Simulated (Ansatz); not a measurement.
## C: energy above lowest point against volume scale

Results calculated with Ansatz 0.2.0, not measured. Free energy against uniform scaling of the volume at fixed shape and fractions; periodic cell, basis, potentials, k mesh and filling as listed.

The cell before it is scaled or strained (space group R-3m, No. 166):
```
C
1.0
      1.2280     0.7090     3.3470
     -1.2280     0.7090     3.3470
      0.0000    -1.4180     3.3470
C
2
Direct
  0.83600 0.83600 0.83600
  0.16400 0.16400 0.16400
```

Settings of every row: functional PBEsol; dispersion none; potentials PAW; wave cutoff 462.59 eV; density cutoff 1850.4 eV; k mesh 11x11x11; k shift 0x0x0; occupations methfessel paxton; smearing width 0.1 eV; spin none.

Limits: a layered crystal: even scaling strains the bonds within the layers, so this curve is stiffer than the crystal under pressure.

| row | volume scale | V (Å³/atom) | energy above lowest point (meV/atom) |
| --- | --- | --- | --- |
| 1 | 0.94 | 8.218 | 34.6 |
| 2 | 0.96 | 8.393 | 15.8 |
| 3 | 0.98 | 8.567 | ? |
| 4 | 1 | 8.742 | 0 |
| 5 | 1.02 | 8.917 | 1.7 |
| 6 | 1.04 | 9.092 | 9.2 |
| 7 | 1.06 | 9.267 | 21.8 |

Question: what energy above lowest point should row 3 give?

Worked fit of energy above lowest point. Take u = (V_r/V)^(2/3) − 1 with V_r = 8.8295 Å³ an atom, which is twice the finite (Eulerian) strain; such expansions in the strain, on which the Birch-Murnaghan equation of state is built, carry the rest volume and the bulk modulus. The shown rows have u = 0.04901, 0.03438, 0.00666, -0.00655, -0.01934, -0.03173. Least squares give energy above lowest point = 0.12 − 132.7 × u + 17246 × u² − 3695 × u³ meV/atom; a parabola predicts inner rows, each left out in turn, worse (root mean square 0.086 against 0.047 meV/atom). All shown rows lie on it to the printed digit. Its lowest point lies at u = 0.0039, or V = 8.779 Å³ an atom, and the curvature there gives the bulk modulus at fixed shape and fractions, B = (4/9)(1 + u)² E″(u)/V = 281 GPa. Letting shape and atoms relax would as a rule lower it, by much in layered, chain or molecular crystals. The withheld row has u = 0.02032, so the fit gives 0.12 − 132.7 × (0.02032) + 17246 × (0.02032)² − 3695 × (0.02032)³ = 4.5 meV/atom.

The calculation gave 4.5 meV/atom. The fit meets it to the printed digit.
